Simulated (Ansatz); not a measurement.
The system is SrO.

```xyz
2
Lattice="0.0000 2.5663 2.5663 2.5663 0.0000 2.5663 2.5663 2.5663 0.0000" Properties=species:S:1:pos:R:3 pbc="T T T"
Sr    2.5663    2.5663    2.5663
O     0.0000    0.0000    0.0000
```

Base run:

- Program: Ansatz 0.2.0
- Functional: BLYP
- Potentials or basis: Ansatz PAW
- Cutoff: 420 eV
- Density cutoff: 1680 eV
- k mesh: 9 × 9 × 9
- Occupations: fermi-dirac, width 0.05 eV
- Spin: no spin polarisation

Its results: band gap on the k mesh 3.51 eV, indirect (least direct gap 3.58 eV); pressure 6.2 GPa.

Problem. The run is repeated on the same cell with these changes: functional from BLYP to PBE; cutoff from 420 eV to 500 eV; density cutoff from 1680 eV to 2000 eV. What comes out?

Solution. Band gap on the k mesh 3.37 eV, indirect (least direct gap 3.45 eV); pressure 3.3 GPa.

PBE binds more tightly than BLYP, so the same cell stands under less pressure.

Caveats: the potentials were made for another functional, which shifts forces and pressure (some runs); the k mesh misses the band edges, so the gap on the mesh is wider than the one along the path (some runs); the PAW data sets come from PBE, with cores solved anew for the run's functional, which leaves a small shift of forces and pressure (some runs); odd divisions of the mesh miss points on the zone boundary, where band edges often lie, so the gap on the mesh can be too wide (some runs).

Not every run made on this cell is shown here.
